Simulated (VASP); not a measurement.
Ca:

```
Ca
1.0
    -2.20520    2.20520    2.19611
     2.20520   -2.20520    2.19611
     2.20520    2.20520   -2.19611
Ca
1
Direct
  0.50000 0.50000 0.00000
```

This isn't the form of Ca at room conditions, which is fcc.

- Program: VASP 6.6.1
- Task: relaxation of cell and atoms
- Functional: PBEsol
- Potentials or basis: VASP PAW PBE potentials, release 64 (Ca_sv)
- Cutoff: 600 eV
- k mesh: 14 × 14 × 14
- Occupations: gaussian, width 0.1 eV
- Spin: no spin polarisation

At the start: pressure -0.8 GPa; volume 42.72 Å³/atom.

Problem. How do energy, volume and symmetry change on relaxing?

Solution. Over 4 steps the energy falls by 6.1 meV/atom and the volume is 40.44 Å³/atom (-5.3 %); space group Im-3m (No. 229, to 0.05 Å).

Step by step:
| step | energy change (eV) | largest force (eV/Å) | pressure (GPa) | volume (Å³) |
| --- | --- | --- | --- | --- |
| 1 | 0.0000 | 0.0000 | -0.84 | 42.72 |
| 2 | -0.0051 | 0.0000 | -0.35 | 41.35 |
| 3 | -0.0061 | 0.0000 | -0.02 | 40.50 |
| 4 | -0.0061 | 0.0000 | 0.00 | 40.44 |

Final structure:
```cif
data_structure
_symmetry_space_group_name_H-M 'P 1'
_symmetry_Int_Tables_number 1
_cell_length_a 3.7452
_cell_length_b 3.7452
_cell_length_c 3.7452
_cell_angle_alpha 109.351
_cell_angle_beta 109.351
_cell_angle_gamma 109.711
_cell_volume 40.44
loop_
_atom_site_label
_atom_site_type_symbol
_atom_site_fract_x
_atom_site_fract_y
_atom_site_fract_z
_atom_site_occupancy
Ca1 Ca 0.50000 0.50000 0.00000 1
```

Caveat: the PAW data sets were made with another functional, which shifts forces and pressure a little.
